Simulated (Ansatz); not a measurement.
This WS2 structure is the end of a relaxation. It comes from a database structure that was distorted and then relaxed.

Computed with DFT PBE, scalar-relativistic, plane waves, PAW (Ansatz). Cutoff 420 eV, Γ-centred mesh, Gaussian smearing, no spin polarisation.

```
CELL_PARAMETERS angstrom
3.18783 0.00000 0.00000
-1.59391 2.76074 0.00000
0.00000 0.00000 14.70514
ATOMIC_POSITIONS crystal
W 0.33333 0.66667 0.24898
W 0.66667 0.33333 0.75102
S 0.33333 0.66667 0.64419
S 0.66667 0.33333 0.14216
S 0.33333 0.66667 0.85784
S 0.66667 0.33333 0.35581
```

Energies over the elements count from the elements' standard structures at the same level, with no fitted energy shifts.

(1) What space group does it have?

(2) How far does it lie from the elements in energy?

(3) Is it a metal?

## Answers

(1) P-3m1 (No. 164). Conventional cell: a = 3.188 Å, c = 14.705 Å. W is surrounded by 6 S at 2.42 Å; around S on its first site lie 3 W at 2.42 Å; around S on its second site lie 3 W at 2.42 Å.

(2) −0.833 eV/atom. A negative formation energy is needed for stability but isn't enough: competing phases decide.

(3) No, the gap on the 12×12×2 mesh is 1.61 eV.

The last run used a 12×12×2 mesh (in the run's order of axes) for its 6-atom cell and Gaussian smearing of 0.02 eV. Weakly bound directions are ill-defined at this level, which has no dispersion term. These runs have no spin–orbit coupling, which can matter for W. Kohn–Sham gaps at this level usually fall short of measured ones. The reference form of S is held partly by dispersion forces, which this level lacks. A structure relaxed within its symmetry needn't be a true minimum.
